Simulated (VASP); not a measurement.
# SnSe in VASP: equation of state

Aim: energy against volume of SnSe in PBE, for its equilibrium volume and stiffness.

Everything below comes from runs of VASP 6.6.1. Logs are shortened: lines on timing, memory, paths and dates and some standing lists are left out, and cuts for length are marked.

## Step 1: The structure

The cell holds a slab with vacuum, 4 atoms: a = 4.285 Å, b = 4.285 Å, c = 10.991 Å, α = 90.00°, β = 90.00°, γ = 90.00°.

## Step 2: Equation of state, PBE, 47.43 Å³/atom (volume scaled by 0.94)

Input file INCAR:

```
PREC = Accurate ; ENCUT = 520
EDIFF = 1E-7 ; ISMEAR = -1
SIGMA = 0.05 ; LREAL = F
LASPH = T ; NELM = 80
ALGO = Normal ; ISIF = 2
LWAVE = F ; LCHARG = F
GGA = PE ; NBANDS = 28
```

Input file KPOINTS:

```
regular mesh
0
Gamma
  6 6 3
```

Input file POSCAR:

```
SnSe
1.0
    4.1978472110      0.0000000000      0.0000000000
    0.0000000000      4.1978472110      0.0000000000
    0.0000000000      0.0000000000     10.7663293357
Sn Se
2 2
Direct
    0.0000000000      0.5000000000      0.6277708900
    0.5000000000      0.0000000000      0.3722291100
    0.0000000000      0.5000000000      0.3839605100
    0.5000000000      0.0000000000      0.6160394900
```

Potentials or basis: VASP PAW PBE potentials, release 64 (Sn_d, Se).

Run with:

```bash
$ cat potpaw_PBE.64/Sn_d/POTCAR potpaw_PBE.64/Se/POTCAR > POTCAR
$ mpirun -np 1 vasp_std > vasp.out
```

OUTCAR:

```text
PREC = Accurate
   ENCUT = 520
   EDIFF = 1E-7
   ISMEAR = -1
   LREAL = F
   LASPH = T
   NELM = 80
   ISIF = 2
   GGA = PE

 ion  position               nearest neighbor table
   1  0.000  0.500  0.628-   3 2.62   4 2.97   4 2.97   4 2.97   4 2.97
   2  0.500  0.000  0.372-   4 2.62   3 2.97   3 2.97   3 2.97   3 2.97
   3  0.000  0.500  0.384-   1 2.62   2 2.97   2 2.97   2 2.97   2 2.97
   4  0.500  0.000  0.616-   2 2.62   1 2.97   1 2.97   1 2.97   1 2.97

  LATTYP: Found a simple tetragonal cell.
 ALAT       =     4.1978472110
 C/A-ratio  =     2.5647263453

  Lattice vectors:

 A1 = (   4.1978472110,   0.0000000000,   0.0000000000)
 A2 = (   0.0000000000,   4.1978472110,   0.0000000000)
 A3 = (   0.0000000000,   0.0000000000,  10.7663293357)

Analysis of symmetry for initial positions (statically):
=====================================================================
 Subroutine PRICEL returns:
 Original cell was already a primitive cell.

 Routine SETGRP: Setting up the symmetry group for a
 simple tetragonal supercell.

 Subroutine GETGRP returns: Found 16 space group operations
 (whereof  8 operations were pure point group operations)
 out of a pool of 16 trial point group operations.

The static configuration has the point symmetry D_2d.
 The point group associated with its full space group is D_4h.

Analysis of symmetry for dynamics (positions and initial velocities):
=====================================================================
 Subroutine PRICEL returns:
 Original cell was already a primitive cell.

 Routine SETGRP: Setting up the symmetry group for a
 simple tetragonal supercell.

 Subroutine GETGRP returns: Found 16 space group operations
 (whereof  8 operations were pure point group operations)
 out of a pool of 16 trial point group operations.

The dynamic configuration has the point symmetry D_2d.
 The point group associated with its full space group is D_4h.

 Subroutine INISYM returns: Found 16 space group operations
 (whereof  8 operations are pure point group operations),
 and found     1 'primitive' translations

----------------------------------------------------------------------------------------

                                     Primitive cell

  volume of cell :     189.7234

  direct lattice vectors                    reciprocal lattice vectors
     4.197847211  0.000000000  0.000000000     0.238217341  0.000000000  0.000000000
     0.000000000  4.197847211  0.000000000     0.000000000  0.238217341  0.000000000
     0.000000000  0.000000000 10.766329336     0.000000000  0.000000000  0.092882167

  length of vectors
     4.197847211  4.197847211 10.766329336     0.238217341  0.238217341  0.092882167

  position of ions in fractional coordinates (direct lattice)
     0.000000000  0.500000000  0.627770890
     0.500000000  0.000000000  0.372229110
     0.000000000  0.500000000  0.383960510
     0.500000000  0.000000000  0.616039490

  ion indices of the primitive-cell ions
   primitive index   ion index
                 1           1
                 2           2
                 3           3
                 4           4

----------------------------------------------------------------------------------------

 KPOINTS: regular mesh

Automatic generation of k-mesh.
 Grid dimensions read from file:
 generate k-points for:    6    6    3

 Generating k-lattice:

  Cartesian coordinates                     Fractional coordinates (reciprocal lattice)
     0.039702890  0.000000000  0.000000000     0.166666667  0.000000000  0.000000000
     0.000000000  0.039702890  0.000000000     0.000000000  0.166666667  0.000000000
     0.000000000  0.000000000  0.030960722     0.000000000  0.000000000  0.333333333

  Length of vectors
     0.039702890  0.039702890  0.030960722

  Shift w.r.t. Gamma in fractional coordinates (k-lattice)
     0.000000000  0.000000000  0.000000000

 Subroutine IBZKPT returns following result:
 ===========================================

 Found     20 irreducible k-points:

 Following reciprocal coordinates:
            Coordinates               Weight
  0.000000  0.000000  0.000000      1.000000
  0.166667  0.000000  0.000000      4.000000
  0.333333  0.000000  0.000000      4.000000
  0.500000  0.000000  0.000000      2.000000
  0.166667  0.166667  0.000000      4.000000
  0.333333  0.166667  0.000000      8.000000
[... 12 lines left out ...]
  0.500000  0.333333  0.333333      8.000000
  0.500000  0.500000  0.333333      2.000000
   k-points           NKPTS =     20   k-points in BZ     NKDIM =     20   number of bands    NBANDS=     28
   number of dos      NEDOS =    301   number of ions     NIONS =      4
   total plane-waves  NPLWV =  81920
   dimension x,y,z NGX =    32 NGY =   32 NGZ =   80
   dimension x,y,z NGXF=    64 NGYF=   64 NGZF=  160
   ions per type =               2   2
   NGX,Y,Z   is equivalent  to a cutoff of  12.67, 12.67, 12.35 a.u.
   NGXF,Y,Z  is equivalent  to a cutoff of  25.35, 25.35, 24.71 a.u.
 SYSTEM =  unknown system
   PREC   = accura    normal or accurate (medium, high low for compatibility)
   ISTART =      0    job   : 0-new  1-cont  2-samecut
   ICHARG =      2    charge: 1-file 2-atom 10-const
   ISPIN  =      1    spin polarized calculation?
   LNONCOLLINEAR =      F non collinear calculations
   LSORBIT =      F    spin-orbit coupling
   LASPH  =      T    aspherical Exc in radial PAW
   ENCUT  =  520.0 eV  38.22 Ry    6.18 a.u.   7.81  7.81 20.02*2*pi/ulx,y,z
   NELM   =     80;   NELMIN=  2; NELMDL= -5     # of ELM steps
   EDIFF  = 0.1E-06   stopping-criterion for ELM
   LREAL  =      F    real-space projection
   EDIFFG = 0.1E-05   stopping-criterion for IOM
   NSW    =      0    number of steps for IOM
   IBRION =     -1    ionic relax: 0-MD 1-quasi-New 2-CG
   NFREE  =      0    steps in history (QN), initial steepest desc. (CG)
   ISIF   =      2    stress and relaxation
   ISYM   =      2    0-nonsym 1-usesym 2-fastsym
   POTIM  = 0.5000    time-step for ionic-motion
   TEBEG  =    0.0;   TEEND  =   0.0 temperature during run
   PSTRESS=    0.0 pullay stress
   NELECT =      40.0000    total number of electrons
   NUPDOWN=      -1.0000    fix difference up-down
   EMIN   =  10.00;   EMAX   =-10.00  energy-range for DOS
   EFERMI =   0.00;   METHOD = LEGACY
   ISMEAR =    -1;   SIGMA  =   0.05  broadening in eV -4-tet -1-fermi 0-gaus
   EFERMI_NEDOS =   21; number of points for ismear=-14 and -15
   IALGO  =     38    algorithm
   IMIX   =      4    mixing-type and parameters
     AMIX     =   0.40;   BMIX     =  1.00
     AMIX_MAG =   1.60;   BMIX_MAG =  1.00
  volume/ion in A,a.u.               =      47.43       320.08
  Fermi-wavevector in a.u.,A,eV,Ry     =   0.974364  1.841281 12.917168  0.949385
  Thomas-Fermi vector in A             =   2.104818
   LORBIT       =      0    0 simple, 1 ext, 2 COOP (PROOUT), +10 PAW based schemes
   GGA     = PE    functional components
   LHFCALC =     F    Hartree Fock is set to
   AEXX    =    0.0000 exact exchange contribution
   IVDW    =     0    specifies the selected vdW correction
   LEPSILON=     F    determine dielectric tensor
   LRPA    =     F    only Hartree local field effects (RPA)
 non-spin polarized calculation
  energy-cutoff  :      520.00
  volume of cell :      189.72
 maximum number of plane-waves:      5130
 NGX is ok and might be reduce to    32
   NGX = 15   NGY = 15   NGZ = 41

 number of electron      39.9999977 magnetization

 Free energy of the ion-electron system (eV)
  ---------------------------------------------------
  ext. energy  EPLUGINS =         0.00000000
  ---------------------------------------------------
  free energy    TOTEN  =       -16.12947284 eV

  energy without entropy =      -16.12947258  energy(sigma->0) =      -16.12947271

 E-fermi :   1.8132     XC(G=0):  -6.2507

 val. band max:        1.1053451789   @ k =   0.3333   0.0000   0.3333
 cond. band min:       2.5026991640   @ k =   0.0000   0.0000   0.3333
 fundamental gap:      1.3973539851
 Fermi energy:         1.8131828016

 k-point     1 :       0.0000    0.0000    0.0000
  band No.  band energies     occupation
      1     -20.0563      2.00000
      2     -20.0515      2.00000
      3     -20.0491      2.00000
      4     -20.0478      2.00000
      5     -20.0389      2.00000
      6     -20.0130      2.00000
[... 20 lines left out ...]
     27       6.7443      0.00000
     28       7.1491      0.00000

 k-point     2 :       0.1667    0.0000    0.0000
  band No.  band energies     occupation
      1     -20.0534      2.00000
      2     -20.0499      2.00000
      3     -20.0467      2.00000
      4     -20.0463      2.00000
      5     -20.0425      2.00000
      6     -20.0134      2.00000
[... 20 lines left out ...]
     27       6.5612      0.00000
     28       6.6547      0.00000

 k-point     3 :       0.3333    0.0000    0.0000
  band No.  band energies     occupation
      1     -20.0537      2.00000
      2     -20.0496      2.00000
      3     -20.0481      2.00000
      4     -20.0432      2.00000
      5     -20.0335      2.00000
      6     -20.0155      2.00000
[... 20 lines left out ...]
     27       5.9093      0.00000
     28       7.5387      0.00000

 k-point     4 :       0.5000    0.0000    0.0000
  band No.  band energies     occupation
      1     -20.0543      2.00000
      2     -20.0543      2.00000
      3     -20.0437      2.00000
      4     -20.0437      2.00000
      5     -20.0218      2.00000
      6     -20.0218      2.00000
[... 454 lines left out ...]
     27       6.9027      0.00000
     28       7.2735      0.00000

 k-point    19 :       0.5000    0.3333    0.3333
  band No.  band energies     occupation
      1     -20.0728      2.00000
      2     -20.0728      2.00000
      3     -20.0313      2.00000
      4     -20.0313      2.00000
      5     -20.0144      2.00000
      6     -20.0144      2.00000
[... 20 lines left out ...]
     27       7.0797      0.00000
     28       7.0797      0.00000

 k-point    20 :       0.5000    0.5000    0.3333
  band No.  band energies     occupation
      1     -20.0782      2.00000
      2     -20.0782      2.00000
      3     -20.0279      2.00000
      4     -20.0279      2.00000
      5     -20.0113      2.00000
      6     -20.0113      2.00000
[... 20 lines left out ...]
     27       7.9376      0.00000
     28       7.9376      0.00000

------------------------ aborting loop because EDIFF is reached ----------------------------------------

  FORCE on cell =-STRESS in cart. coord.  units (eV):
  Direction    XX          YY          ZZ          XY          YZ          ZX
  --------------------------------------------------------------------------------------
  -------------------------------------------------------------------------------------
  Total        2.9581362      2.9581362      3.3115423      0.0000000      0.0000000      0.0000000
  in kB       24.9808860     24.9808860     27.9653315      0.0000000      0.0000000      0.0000000
  external PRESSURE =      25.9757012 kB  Pullay stress =       0.0000000 kB

 VOLUME and BASIS-vectors are now :
 -----------------------------------------------------------------------------
  energy-cutoff  :      520.00
  volume of cell :      189.72
      direct lattice vectors                 reciprocal lattice vectors
     4.197847211  0.000000000  0.000000000     0.238217341  0.000000000  0.000000000
     0.000000000  4.197847211  0.000000000     0.000000000  0.238217341  0.000000000
     0.000000000  0.000000000 10.766329336     0.000000000  0.000000000  0.092882167

 POSITION                                       TOTAL-FORCE (eV/Angst)
 -----------------------------------------------------------------------------------
      0.00000      2.09892      6.75879        -0.000000      0.000000      0.625379
      2.09892      0.00000      4.00754         0.000000      0.000000     -0.625379
      0.00000      2.09892      4.13385         0.000000      0.000000     -0.647575
      2.09892      0.00000      6.63248         0.000000     -0.000000      0.647575
 -----------------------------------------------------------------------------------
    total drift:                                0.000000      0.000000      0.000000

  FREE ENERGIE OF THE ION-ELECTRON SYSTEM (eV)
  ---------------------------------------------------
  free  energy   TOTEN  =       -16.1294728371 eV

  energy  without entropy=      -16.1294725831  energy(sigma->0) =      -16.12947271
```

Wall time 94 s (1 thread of Intel Xeon Platinum 8488C (Sapphire Rapids), shared host); peak memory 0.31 GiB.

What came out:

```
Free energy            : -16.1295 eV
Largest force          : 0.648 eV/Å
Band gap on the k mesh : 1.40 eV, indirect (least direct gap 1.44 eV)
```

Caveat: spin-orbit coupling is left out, which moves the levels of the heavy elements.

## Step 3: Equation of state, PBE, 48.44 Å³/atom (volume scaled by 0.96)

INCAR is that of step 2.

Input file KPOINTS:

```
Automatic mesh
0
Gamma
  6 6 3
```

Input file POSCAR:

```
SnSe
1.0
    4.2274104894      0.0000000000      0.0000000000
    0.0000000000      4.2274104894      0.0000000000
    0.0000000000      0.0000000000     10.8421510545
Sn Se
2 2
Direct
    0.0000000000      0.5000000000      0.6277708900
    0.5000000000      0.0000000000      0.3722291100
    0.0000000000      0.5000000000      0.3839605100
    0.5000000000      0.0000000000      0.6160394900
```

Potentials or basis: VASP PAW PBE potentials, release 64 (Sn_d, Se).

Run with:

```bash
$ cat potpaw_PBE.64/Sn_d/POTCAR potpaw_PBE.64/Se/POTCAR > POTCAR
$ mpirun -np 1 vasp_std > vasp.out
```

Run time: 86 s. Hardware: 1 thread of Intel Xeon Platinum 8488C (Sapphire Rapids), shared host; peak memory 0.32 GiB.

The run converged. Its results:

| Item | Value |
| --- | --- |
| Free energy | -16.1861 eV |
| Largest force | 0.510 eV/Å |
| Band gap on the k mesh | 1.46 eV, indirect (least direct gap 1.47 eV) |

Caveat: spin-orbit coupling is left out, which moves the levels of the heavy elements.

## Step 4: Equation of state, PBE, 49.45 Å³/atom (volume scaled by 0.98)

Input file INCAR:

```
ALGO     = Normal         # electronic algorithm
EDIFF    = 1E-7           # SCF threshold, eV
ENCUT    = 520            # plane-wave cutoff, eV
GGA      = PE             # functional
ISIF     = 2              # what is computed and relaxed
ISMEAR   = -1             # smearing method
LASPH    = T              # aspherical terms in the spheres
LCHARG   = F              # write CHGCAR
LREAL    = F              # projectors in reciprocal space
LWAVE    = F              # write WAVECAR
NBANDS   = 28             # bands
NELM     = 80             # most SCF steps
PREC     = Accurate       # precision mode
SIGMA    = 0.05           # smearing width, eV
```

Input file KPOINTS:

```
k-points
0
Gamma
  6 6 3
```

Input file POSCAR:

```
SnSe
1.0
    4.2565659658      0.0000000000      0.0000000000
    0.0000000000      4.2565659658      0.0000000000
    0.0000000000      0.0000000000     10.9169268730
Sn Se
2 2
Direct
    0.0000000000      0.5000000000      0.6277708900
    0.5000000000      0.0000000000      0.3722291100
    0.0000000000      0.5000000000      0.3839605100
    0.5000000000      0.0000000000      0.6160394900
```

Run with:

```bash
$ cat potpaw_PBE.64/Sn_d/POTCAR potpaw_PBE.64/Se/POTCAR > POTCAR
$ mpirun -np 1 vasp_std > vasp.out
```

Run time: 98 s. Hardware: 1 thread of Intel Xeon Platinum 8488C (Sapphire Rapids), shared host; peak memory 0.32 GiB.

The run converged. Its results:

```yaml
Free_energy: -16.2253 eV
Largest_force: 0.383 eV/Å
Band_gap_on_the_k_mesh: 1.50 eV, direct
```

Caveat: spin-orbit coupling is left out, which moves the levels of the heavy elements.

## Step 5: Equation of state, PBE, 51.47 Å³/atom (volume scaled by 1.02)

Input file INCAR:

```
SYSTEM = SnSe
PREC = Accurate
ENCUT = 520
EDIFF = 1E-7
ISMEAR = -1
SIGMA = 0.05
LREAL = .FALSE.
LASPH = .TRUE.
NELM = 80
ALGO = Normal
ISIF = 2
LWAVE = .FALSE.
LCHARG = .FALSE.
GGA = PE
NBANDS = 28
```

Input file KPOINTS:

```
regular mesh
0
G
  6 6 3
  0 0 0
```

Input file POSCAR:

```
SnSe
1.0
    4.3137078980      0.0000000000      0.0000000000
    0.0000000000      4.3137078980      0.0000000000
    0.0000000000      0.0000000000     11.0634802918
Sn Se
2 2
Direct
    0.0000000000      0.5000000000      0.6277708900
    0.5000000000      0.0000000000      0.3722291100
    0.0000000000      0.5000000000      0.3839605100
    0.5000000000      0.0000000000      0.6160394900
```

Run with:

```bash
$ cat potpaw_PBE.64/Sn_d/POTCAR potpaw_PBE.64/Se/POTCAR > POTCAR
$ mpirun -np 1 vasp_std > vasp.out
```

It took 87 s on 1 thread of Intel Xeon Platinum 8488C (Sapphire Rapids), shared host; peak memory 0.32 GiB.

It converged, with:

```yaml
Free_energy: -16.2583 eV
Largest_force: 0.156 eV/Å
Band_gap_on_the_k_mesh: 1.54 eV, direct
```

Caveat: spin-orbit coupling is left out, which moves the levels of the heavy elements.

## Step 6: Equation of state, PBE, 52.48 Å³/atom (volume scaled by 1.04)

Input file INCAR:

```
PREC = Accurate
ENCUT = 520
EDIFF = 1E-7
ISMEAR = -1
SIGMA = 0.05
LREAL = False
LASPH = True
NELM = 100
ALGO = Normal
ISIF = 2
LWAVE = False
LCHARG = False
GGA = PE
NBANDS = 28
```

Input file KPOINTS:

```
Automatic mesh
0
Gamma
  6 6 3
```

Input file POSCAR:

```
SnSe
1.0
    4.3417197731      0.0000000000      0.0000000000
    0.0000000000      4.3417197731      0.0000000000
    0.0000000000      0.0000000000     11.1353230860
Sn Se
2 2
Direct
    0.0000000000      0.5000000000      0.6277708900
    0.5000000000      0.0000000000      0.3722291100
    0.0000000000      0.5000000000      0.3839605100
    0.5000000000      0.0000000000      0.6160394900
```

Potentials or basis: VASP PAW PBE potentials, release 64 (Sn_d, Se).

Run with:

```bash
$ cat potpaw_PBE.64/Sn_d/POTCAR potpaw_PBE.64/Se/POTCAR > POTCAR
$ mpirun -np 1 vasp_std > vasp.out
```

It took 77 s on 1 thread of Intel Xeon Platinum 8488C (Sapphire Rapids), shared host; peak memory 0.32 GiB.

It converged, with:

```
Free energy            : -16.2551 eV
Largest force          : 0.107 eV/Å
Band gap on the k mesh : 1.56 eV, direct
```

Caveat: spin-orbit coupling is left out, which moves the levels of the heavy elements.

## Step 7: Equation of state, PBE, 53.49 Å³/atom (volume scaled by 1.06)

Input file INCAR:

```
SYSTEM = SnSe
PREC = Accurate ; ENCUT = 520
EDIFF = 1E-7 ; ISMEAR = -1
SIGMA = 0.05 ; LREAL = .False.
LASPH = .True. ; NELM = 60
ALGO = Normal ; ISIF = 2
LWAVE = .False. ; LCHARG = .False.
GGA = PE ; NBANDS = 28
```

Input file KPOINTS:

```
regular mesh
0
Gamma
  6 6 3
  0 0 0
```

Input file POSCAR:

```
SnSe
1.0
    4.3693747848      0.0000000000      0.0000000000
    0.0000000000      4.3693747848      0.0000000000
    0.0000000000      0.0000000000     11.2062506230
Sn Se
2 2
Direct
    0.0000000000      0.5000000000      0.6277708900
    0.5000000000      0.0000000000      0.3722291100
    0.0000000000      0.5000000000      0.3839605100
    0.5000000000      0.0000000000      0.6160394900
```

Run with:

```bash
$ cat potpaw_PBE.64/Sn_d/POTCAR potpaw_PBE.64/Se/POTCAR > POTCAR
$ mpirun -np 1 vasp_std > vasp.out
```

Run time: 81 s. Hardware: 1 thread of Intel Xeon Platinum 8488C (Sapphire Rapids), shared host; peak memory 0.33 GiB.

Results (log left out):

```
Free energy            : -16.2405 eV
Largest force          : 0.224 eV/Å
Band gap on the k mesh : 1.57 eV, direct
```

Caveat: spin-orbit coupling is left out, which moves the levels of the heavy elements.

## Step 8: Equation of state, PBE

Potentials or basis: VASP PAW PBE potentials, release 64 (Sn_d, Se).

No new run: the results of the series are fitted here.

What came out:

| Quantity | Value |
| --- | --- |
| Equilibrium volume | 51.70 Å³/atom |
| Bulk modulus at fixed shape and positions | 25 GPa |
| Pressure derivative of the bulk modulus | 4.4 |

Energy against volume, from the lowest point:
```csv
volume (Å³/atom),energy (meV/atom)
47.431,32.21
48.440,18.05
49.449,8.25
50.458,2.36
51.468,0.00
52.477,0.80
53.486,4.46
```

Caveat: the cell was scaled at fixed shape and fractional positions, which overstates the stiffness of a crystal with free parameters, most of all of layers and chains.
